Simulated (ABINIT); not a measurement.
# BaTiO3 (P1) in ABINIT: reference runs

How does BaTiO3 come out in PBE? The cell is run as given.

All numbers are computed with ABINIT 10.8.3 (patched build); they aren't measurements. Logs are shortened: lines on timing, memory, paths and dates and some standing lists are left out, and cuts for length are marked. The log counts tension as positive stress, the text compression.

### 1 The crystal as given

The typed cell holds 5 atoms: a = 4.007 Å, b = 4.007 Å, c = 4.007 Å, α = 90.00°, β = 90.00°, γ = 90.00°.

### 2 Single point, PBE

File run.abi:

```
pp_dirpath "./"
pseudos "Ba.GGA_PBE-JTH.xml, Ti.GGA_PBE-JTH.xml, O.GGA_PBE-JTH.xml"

acell 3*1.0
rprim
     7.5726994992     0.0000000000     0.0000000000
     0.0000000000     7.5726994992     0.0000000000
     0.0000000000     0.0000000000     7.5726994992
ntypat 3
znucl 56 22 8
natom 5
typat 1 2 3 3 3
xred
     0.5090294500     0.4552911200     0.5066787400
     0.9437351000     0.0699797700     0.9543125000
     0.5205349200     0.0068319800     0.0554319400
     0.0126470200     0.4919678200     0.0527235900
     0.0140535100     0.9759293100     0.4308532400
chkprim 0
chksymtnons 0
tolsym 1.0e-6

ecut 23.0
pawecutdg 45.0
pawxcdev 0
pawovlp 30

kptopt 1
ngkpt 7 7 7
nshiftk 1
shiftk 0.0 0.0 0.0

ixc 11

nband 24
occopt 3
tsmear 0.00183747

nstep 100
tolvrs 1.0e-9

iomode 3
prtwf 0
prtden 0
prteig 0
prtebands 0
enunit 1
```

Potentials or basis: JTH PAW PBE v2.0.

Command:

```sh
$ mpirun --bind-to none -np 4 abinit run.abi > log 2>&1
```

run.abo:

```text
.Version 10.8.3 of ABINIT
 Symmetries : space group P1 (#  1); Bravais aP (primitive triclinic)
================================================================================
 Values of the parameters that define the memory need of the present run
     intxc =       0    ionmov =       0      iscf =      17    lmnmax =      18
     lnmax =       6     mgfft =      36  mpssoang =       3    mqgrid =    3001
     natom =       5  nloc_mem =       2    nspden =       1   nspinor =       1
    nsppol =       1      nsym =       1    n1xccc =       1    ntypat =       3
    occopt =       3   xclevel =       2
       mpw =        2302          nfft =       46656          nkpt =         172
Pmy_natom=         2
 PAW method is used; the additional fine FFT grid is defined by:
   mgfftf=        48    nfftf =    110592
================================================================================
================================================================================

--------------------------------------------------------------------------------
------------- Echo of variables that govern the present computation ------------
--------------------------------------------------------------------------------
 -outvars: echo values of preprocessed input variables --------
            acell      1.0000000000E+00  1.0000000000E+00  1.0000000000E+00 Bohr
              amu      1.37327000E+02  4.78800000E+01  1.59994000E+01
          chkprim           0
      chksymtnons           0
             ecut      2.30000000E+01 Hartree
           enunit           1
                       outvar_i_n : Printing only first  50 k-points.
              ixc          11
                       outvar_i_n : Printing only first  50 k-points.
         kptrlatt        7    0    0      0    7    0      0    0    7
          kptrlen      5.30088965E+01
            natom           5
            nband          24
            ngfft          36      36      36
          ngfftdg          48      48      48
             nkpt         172
            nstep         100
             nsym           1
           ntypat           3
                       prtocc : prtvol=0, do not print more k-points.
           occopt           3
        pawecutdg      4.50000000E+01 Hartree
          pawovlp      3.0000000000E+01
         pawxcdev           0
           prtden           0
        prtebands           0
           prteig           0
            prtwf           0
            rprim      7.5726994992E+00  0.0000000000E+00  0.0000000000E+00
                       0.0000000000E+00  7.5726994992E+00  0.0000000000E+00
                       0.0000000000E+00  0.0000000000E+00  7.5726994992E+00
          spgroup           1
           tolsym      1.00000000E-06
           tolvrs      1.00000000E-09
           tsmear      1.83747000E-03 Hartree
            typat      1  2  3  3  3
           useylm           1
                       outvars : Printing only first  50 k-points.
           xangst      2.0398337136E+00  1.8244881039E+00  2.0304137134E+00
                       3.7818296637E+00  2.8042993213E-01  3.8242164786E+00
                       2.0859395835E+00  2.7377793435E-02  2.2213241301E-01
                       5.0680403212E-02  1.9714626437E+00  2.1127924206E-01
                       5.6316630585E-02  3.9108415213E+00  1.7265581875E+00
            xcart      3.8547270611E+00  3.4477828364E+00  3.8369258407E+00
                       7.1466223191E+00  5.2993576923E-01  7.2267217908E+00
                       3.9418545280E+00  5.1736531525E-02  4.1976942428E-01
                       9.5772082020E-02  3.7255244641E+00  3.9925990359E-01
                       1.0642300814E-01  7.3904193971E+00  3.2627221148E+00
             xred      5.0902945000E-01  4.5529112000E-01  5.0667874000E-01
                       9.4373510000E-01  6.9979770000E-02  9.5431250000E-01
                       5.2053492000E-01  6.8319800000E-03  5.5431940000E-02
                       1.2647020000E-02  4.9196782000E-01  5.2723590000E-02
                       1.4053510000E-02  9.7592931000E-01  4.3085324000E-01
            znucl       56.00000   22.00000    8.00000

================================================================================

 chkinp: Checking input parameters for consistency.

================================================================================
== DATASET  1 ==================================================================

--- !DatasetInfo
iteration_state: {dtset: 1, }
dimensions: {natom: 5, nkpt: 172, mband: 24, nsppol: 1, nspinor: 1, nspden: 1, mpw: 2302, }
cutoff_energies: {ecut:  23.0, pawecutdg:  45.0, }
electrons: {nelect:   4.00000000E+01, charge:   0.00000000E+00, occopt:   3.00000000E+00, tsmear:   1.83747000E-03, }
meta: {optdriver: 0, ionmov: 0, optcell: 0, iscf: 17, paral_kgb: 0, }
...

 Exchange-correlation functional for the present dataset will be:
  GGA: Perdew-Burke-Ernzerhof functional - ixc=11
  J.P.Perdew, K.Burke, M.Ernzerhof, PRL 77, 3865 (1996)

 Real(R)+Recip(G) space primitive vectors, cartesian coordinates (Bohr,Bohr^-1):
 R(1)=  7.5726995  0.0000000  0.0000000  G(1)=  0.1320533  0.0000000  0.0000000
 R(2)=  0.0000000  7.5726995  0.0000000  G(2)=  0.0000000  0.1320533  0.0000000
 R(3)=  0.0000000  0.0000000  7.5726995  G(3)=  0.0000000  0.0000000  0.1320533
 Unit cell volume ucvol=  4.3426234E+02 bohr^3
 Angles (23,13,12)=  9.00000000E+01  9.00000000E+01  9.00000000E+01 degrees

 Coarse grid specifications (used for wave-functions):

[... 80 lines left out ...]
- [  7.5726995,   0.0000000,   0.0000000, ]
- [  0.0000000,   7.5726995,   0.0000000, ]
- [  0.0000000,   0.0000000,   7.5726995, ]
lattice_lengths: [   7.57270,    7.57270,    7.57270, ]
lattice_angles: [ 90.000,  90.000,  90.000, ] # degrees, (23, 13, 12)
lattice_volume:   4.3426234E+02
convergence: {deltae: -1.103E-11, res2:  8.500E-10, residm:  3.813E-04, diffor: null, }
etotal    :  -1.33186255E+02
entropy   :   0.00000000E+00
fermie    :   2.07814212E-01
cartesian_stress_tensor: # hartree/bohr^3
- [ -6.34766670E-04,   6.77308964E-05,  -6.11702091E-05, ]
- [  6.77308964E-05,  -5.67722040E-04,   4.05045537E-05, ]
- [ -6.11702091E-05,   4.05045537E-05,  -1.72253465E-04, ]
pressure_GPa:   1.3482E+01
xred      :
- [  5.0903E-01,   4.5529E-01,   5.0668E-01, Ba]
- [  9.4374E-01,   6.9980E-02,   9.5431E-01, Ti]
- [  5.2053E-01,   6.8320E-03,   5.5432E-02,  O]
- [  1.2647E-02,   4.9197E-01,   5.2724E-02,  O]
- [  1.4054E-02,   9.7593E-01,   4.3085E-01,  O]
cartesian_forces: # hartree/bohr
- [ -1.95429528E-02,   4.03869698E-02,  -1.35862620E-02, ]
- [  5.04537685E-02,  -6.47058815E-02,   2.69165709E-02, ]
- [ -2.20079923E-02,  -2.04187650E-03,  -4.38898377E-02, ]
- [ -4.54568522E-03,   1.36822392E-02,  -4.20002898E-02, ]
- [ -4.35713812E-03,   1.26785491E-02,   7.25598186E-02, ]
force_length_stats: {min:   4.44059823E-02, max:   8.63535503E-02, mean:   6.01134508E-02, }
...

 Integrated electronic density in atomic spheres:
 ------------------------------------------------
 Atom  Sphere_radius  Integrated_density
    1        2.31519          6.55989993
    2        2.30803         10.60350849
    3        1.41465          4.57421344
    4        1.41465          4.58665421
    5        1.41465          4.54489292

================================================================================

 ----iterations are completed or convergence reached----

 Mean square residual over all n,k,spin=   39.984E-08; max=  38.133E-05
 reduced coordinates (array xred) for    5 atoms
       0.509029450000      0.455291120000      0.506678740000
       0.943735100000      0.069979770000      0.954312500000
       0.520534920000      0.006831980000      0.055431940000
       0.012647020000      0.491967820000      0.052723590000
       0.014053510000      0.975929310000      0.430853240000
 rms dE/dt=  2.7294E-01; max dE/dt=  4.8993E-01; dE/dt below (all hartree)
    1       0.148085986475     -0.305910331047      0.103098947008
    2      -0.381978150277      0.489926251666     -0.203616835042
    3       0.166752989694      0.015390572083      0.332578820237
    4       0.034516185437     -0.103683430826      0.318269841387
    5       0.033088374884     -0.096082787252     -0.549259433928

 cartesian coordinates (angstrom) at end:
    1      2.03983371359769     1.82448810393515     2.03041371342110
    2      3.78182966365795     0.28042993213028     3.82421647864912
    3      2.08593958349734     0.02737779343538     0.22213241301093
    4      0.05068040321153     1.97146264374519     0.21127924206331
    5      0.05631663058470     3.91084152130320     1.72655818747775

 cartesian forces (hartree/bohr) at end:
    1     -0.01954295284633     0.04038696979912    -0.01358626195147
    2      0.05045376850881    -0.06470588154112     0.02691657090000
    3     -0.02200799232414    -0.00204187650120    -0.04388983774411
    4     -0.00454568522066     0.01368223917536    -0.04200028978937
    5     -0.00435713811769     0.01267854906784     0.07255981858494
 frms,max,avg= 3.6042516E-02 7.2559819E-02  -1.229E-05  9.501E-06 -2.829E-05 h/b

 cartesian forces (eV/Angstrom) at end:
    1     -1.00493904063197     2.07678148758308    -0.69863367929307
    2      2.59443709045452    -3.32731020897888     1.38410572598984
    3     -1.13169646707781    -0.10499751129428    -2.25690619953292
    4     -0.23374853230141     0.70356902657954    -2.15974173703872
    5     -0.22405305044333     0.65195720611055     3.73117588987486
 frms,max,avg= 1.8533807E+00 3.7311759E+00  -6.320E-04  4.885E-04 -1.455E-03 e/A
 length scales=  1.000000000000  1.000000000000  1.000000000000 bohr
              =  0.529177210544  0.529177210544  0.529177210544 angstroms
 Fermi (or HOMO) energy (eV) =   5.65491   Average Vxc (eV)= -11.26552
 Eigenvalues (   eV  ) for nkpt= 172  k points:
 kpt#   1, nband= 24, wtk=  0.00292, kpt=  0.0000  0.0000  0.0000 (reduced coord)
 -51.79048  -28.21516  -28.19263  -28.04893  -20.90861  -12.74386  -12.03548  -11.43429
  -6.16115   -6.07731   -5.96703    1.23792    1.37279    1.94453    2.21716    2.36173
   2.78595    3.34271    3.83931    4.00464    7.26452    7.57431    7.81433    9.06310
 prteigrs : prtvol=0 or 1, do not print more k-points.

--- !EnergyTerms
iteration_state     : {dtset: 1, }
comment             : Components of total free energy in Hartree
kinetic             :  3.99176030764827E+01
hartree             :  3.06361940140023E+01
xc                  : -2.19083891411912E+01
Ewald energy        : -1.02417688286198E+02
psp_core            :  9.29922855316367E+00
local_psp           : -9.26513031209308E+01
PAW spherical_terms :  3.93810153058019E+00
internal            : -1.33186253374091E+02
'-kT*entropy'       : -4.12156909066256E-14
total_energy        : -1.33186253374091E+02
total_energy_eV     : -3.62418258321747E+03
...

--- !EnergyTermsDC
iteration_state     : {dtset: 1, }
comment             : '"Double-counting" decomposition of free energy'
band_energy         : -1.41110578756207E+01
Ewald energy        : -1.02417688286198E+02
psp_core            :  9.29922855316367E+00
xc_dc               : -2.89114474738783E+01
PAW spherical_terms :  2.95470963850630E+00
internal            : -1.33186255444027E+02
'-kT*entropy'       : -4.12156909066256E-14
total_energy_dc     : -1.33186255444027E+02
total_energy_dc_eV  : -3.62418263954330E+03
...

--- !EnergyTermsWithPAWCore
iteration_state     : {dtset: 1, }
comment             : 'Components of total free energy, including PAW core contributions'
Total energy        : -9.21548735963941E+03
Total energy DC     : -9.21548736170934E+03
Total energy (eV)   : -2.50766185988104E+05
Total energy DC (eV): -2.50766186044429E+05
...

 Cartesian components of stress tensor (hartree/bohr^3)
  sigma(1 1)= -6.34766670E-04  sigma(3 2)=  4.05045537E-05
  sigma(2 2)= -5.67722040E-04  sigma(3 1)= -6.11702091E-05
  sigma(3 3)= -1.72253465E-04  sigma(2 1)=  6.77308964E-05

-Cartesian components of stress tensor (GPa)         [Pressure=  1.3482E+01 GPa]
- sigma(1 1)= -1.86754802E+01  sigma(3 2)=  1.19168511E+00
- sigma(2 2)= -1.67029591E+01  sigma(3 1)= -1.79968969E+00
- sigma(3 3)= -5.06787191E+00  sigma(2 1)=  1.99271177E+00

== END DATASET(S) ==============================================================
================================================================================

 -outvars: echo values of variables after computation  --------
            acell      1.0000000000E+00  1.0000000000E+00  1.0000000000E+00 Bohr
           etotal     -1.3318625544E+02
            fcart     -1.9542952846E-02  4.0386969799E-02 -1.3586261951E-02
                       5.0453768509E-02 -6.4705881541E-02  2.6916570900E-02
                      -2.2007992324E-02 -2.0418765012E-03 -4.3889837744E-02
                      -4.5456852207E-03  1.3682239175E-02 -4.2000289789E-02
                      -4.3571381177E-03  1.2678549068E-02  7.2559818585E-02
            rprim      7.5726994992E+00  0.0000000000E+00  0.0000000000E+00
                       0.0000000000E+00  7.5726994992E+00  0.0000000000E+00
                       0.0000000000E+00  0.0000000000E+00  7.5726994992E+00
           strten     -6.3476666988E-04 -5.6772204024E-04 -1.7225346497E-04
                       4.0504553718E-05 -6.1170209123E-05  6.7730896388E-05
           xangst      2.0398337136E+00  1.8244881039E+00  2.0304137134E+00
                       3.7818296637E+00  2.8042993213E-01  3.8242164786E+00
                       2.0859395835E+00  2.7377793435E-02  2.2213241301E-01
                       5.0680403212E-02  1.9714626437E+00  2.1127924206E-01
                       5.6316630585E-02  3.9108415213E+00  1.7265581875E+00
             xred      5.0902945000E-01  4.5529112000E-01  5.0667874000E-01
                       9.4373510000E-01  6.9979770000E-02  9.5431250000E-01
                       5.2053492000E-01  6.8319800000E-03  5.5431940000E-02
                       1.2647020000E-02  4.9196782000E-01  5.2723590000E-02
                       1.4053510000E-02  9.7592931000E-01  4.3085324000E-01
 Calculation completed.
```

Run time: 1.7 min. Hardware: 4 MPI ranks of Arm Neoverse V2, shared host; peak memory 0.68 GiB.

What came out:

| Item | Value |
| --- | --- |
| Free energy | -3624.1826 eV |
| Pressure | 13.5 GPa |
| Largest force | 4.440 eV/Å |
| Band gap on the k mesh | 2.78 eV, indirect (least direct gap 2.95 eV) |

Forces in eV/Å, atoms in the order of the input:
```
Ba  -1.005  2.077 -0.699
Ti   2.594 -3.327  1.384
O   -1.132 -0.105 -2.257
O   -0.234  0.704 -2.160
O   -0.224  0.652  3.731
```

Caveat: this set's barium file shifts pressures by 1.5 GPa and gaps by 0.1 eV against other sets; spin-orbit coupling is left out, which moves the levels of the heavy elements; an odd mesh through Γ misses points on the zone boundary, where band edges often lie; forces of over 1 eV/Å show positions far from the minimum, so gaps and moduli don't describe the material at rest; the atomic spheres overlap.
